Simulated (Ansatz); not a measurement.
System: rutile RuO₂. Method: PBE in Ansatz (plane waves, PAW).

A relaxed, unreconstructed slab of the (110) face has 24 atoms, two equal faces of 19.951 Å² each and an energy of -56090.9533 eV. A bulk cell of 12 atoms with the same orientation and in-plane k mesh has -28046.8304 eV. Energies are extrapolated to zero smearing.

Run with plane-wave cutoff 500 eV, 14×8×1 k mesh (along the axes of the cell as run), Fermi–Dirac smearing 0.05 eV, scalar-relativistic PAW data made under PBE.

Worked out: γ = (E_slab − N E_bulk per atom)/2A = [-56090.9533 − 24 × (-28046.8304/12)]/(2 × 19.951) = 0.0679 eV/Å². With 16.022 J/m² per eV/Å² this is 1.09 J/m², or 1.35 eV per surface cell and face.

Ansatz is a program for electronic structure.
